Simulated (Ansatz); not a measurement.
A C cell: a random packing after short dynamics, relaxed.

```yaml
crystal:
  lattice:
    - [6.09020, 0.11659, -0.01869]
    - [0.11674, 5.90901, -0.07435]
    - [-0.02476, -0.07855, 6.00797]
  atoms:
    - { symbol: C, position: [0.79875, 0.50025, 0.00794] }
    - { symbol: C, position: [0.06424, 0.69709, 0.35408] }
    - { symbol: C, position: [0.97181, 0.79575, 0.57021] }
    - { symbol: C, position: [0.36670, 0.41885, 0.21135] }
    - { symbol: C, position: [0.46528, 0.18830, 0.25348] }
    - { symbol: C, position: [0.80769, 0.22832, 0.00574] }
    - { symbol: C, position: [0.20371, 0.35731, 0.58430] }
    - { symbol: C, position: [0.42837, 0.64306, 0.32448] }
    - { symbol: C, position: [0.84453, 0.66217, 0.21204] }
    - { symbol: C, position: [0.29049, 0.04818, 0.33345] }
    - { symbol: C, position: [0.28429, 0.43652, 0.99503] }
    - { symbol: C, position: [0.02322, 0.00423, 0.66125] }
    - { symbol: C, position: [0.76261, 0.69026, 0.61849] }
    - { symbol: C, position: [0.23288, 0.50594, 0.40508] }
    - { symbol: C, position: [0.16284, 0.13803, 0.52168] }
    - { symbol: C, position: [0.74573, 0.59523, 0.81496] }
    - { symbol: C, position: [0.91327, 0.10894, 0.84820] }
    - { symbol: C, position: [0.26171, 0.82423, 0.28054] }
    - { symbol: C, position: [0.65141, 0.70571, 0.39147] }
    - { symbol: C, position: [0.72484, 0.87916, 0.23308] }
    - { symbol: C, position: [0.66914, 0.09962, 0.17180] }
    - { symbol: C, position: [0.22716, 0.42221, 0.80203] }
```

Method: DFT PBE+D3(BJ), scalar-relativistic, plane waves, PAW (Ansatz).

Cutoff 420 eV; k points 6×6×6 on the computed 22-atom cell (Γ-centred); Gaussian smearing, width 0.10 eV; no spin polarisation.

Q: Describe its local order.

A: Counting as bonded all pairs within 1.2 times the summed covalent radii:

```tsv
atom → neighbour	mean count	mean length (Å)	spread (Å)
C → C	3.09	1.46	0.09
```

Angles between all pairs of such bonds at an atom (mean ± spread): 116 ± 23° at C.

Q: Does it have a gap?

A: It has no gap on the mesh. Levels at Γ next to the Fermi level (eV from it): -2.31, -1.57, -1.23, -0.80, -0.16, -0.01, 1.59, 1.77, 1.98, 2.69, 3.18, 3.63.

Cost: 2 runs of about 13 core-minutes in all (earlier runs that led there not counted), on Intel Xeon Processor @ 2.50GHz (Skylake/Cascade Lake) (shared hosts).